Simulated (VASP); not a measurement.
Input of a VASP 6.6.1 run:

File INCAR:

```
SYSTEM = K2HBr
  ALGO = Fast
  EDIFF = 1E-7
  ENCUT = 520
  GGA = PE
  ISIF = 2
  ISMEAR = 0
  LASPH = .True.
  LCHARG = .False.
  LREAL = .False.
  LWAVE = .False.
  NBANDS = 21
  NELM = 80
  PREC = Accurate
  SIGMA = 0.02
```

Contents of KPOINTS:

```
k-points
0
Gamma
  6 6 4
  0 0 0
```

The input POSCAR:

```
K2HBr
1.0
    4.3146402534      0.0000000000      0.0000000000
   -2.1573201267      3.7365880677      0.0000000000
    0.0000000000      0.0000000000      7.7164465363
K H Br
2 1 1
Direct
    0.6666666667      0.3333333333      0.2751168571
    0.6666666667      0.3333333333      0.7248831429
    0.3333333333      0.6666666667      0.5000000000
    0.0000000000      0.0000000000      0.0000000000
```

Potentials or basis: VASP PAW PBE potentials, release 64 (K_sv, H, Br).

Command:

```sh
$ cat potpaw_PBE.64/K_sv/POTCAR potpaw_PBE.64/H/POTCAR potpaw_PBE.64/Br/POTCAR > POTCAR
$ mpirun -np 1 vasp_std > vasp.out
```

Question: Estimate the pressure.

Answer: 0.0 GPa.

Question: What does it give for the largest force?

Answer: 0.005 eV/Å.

Forces on the atoms (eV/Å):
```
K    0.000  0.000  0.005
K    0.000  0.000 -0.005
H    0.000  0.000  0.000
Br   0.000  0.000  0.000
```
